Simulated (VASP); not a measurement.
Here is a VASP 6.6.1 calculation.

The input INCAR:

```
SYSTEM = BiTe
ALGO = Normal
EDIFF = 1E-6
ENCUT = 520
GGA = PS
ISIF = 2
ISMEAR = 1
LASPH = .TRUE.
LCHARG = .FALSE.
LREAL = .FALSE.
LWAVE = .FALSE.
NBANDS = 18
NELM = 100
PREC = Accurate
SIGMA = 0.1
```

The input KPOINTS:

```
k-points
0
G
  5 5 5
  0 0 0
```

File POSCAR:

```
BiTe
1.0
    0.0000000000      3.2350000000      3.2350000000
    3.2350000000      0.0000000000      3.2350000000
    3.2350000000      3.2350000000      0.0000000000
Bi Te
1 1
Direct
    0.0000000000      0.0000000000      0.0000000000
    0.5000000000      0.5000000000      0.5000000000
```

Potentials or basis: VASP PAW PBE potentials, release 64 (Bi_d, Te).

Launch:

```bash
$ cat potpaw_PBE.64/Bi_d/POTCAR potpaw_PBE.64/Te/POTCAR > POTCAR
$ mpirun -np 1 vasp_std > vasp.out
```

Estimate the pressure.

-1.8 GPa.

What does it give for the band gap on the k mesh?

None (metal or under the smearing width).

Caveat: the PAW data sets were made with another functional, which shifts forces and pressure a little; spin-orbit coupling is left out, which moves the levels of the heavy elements.
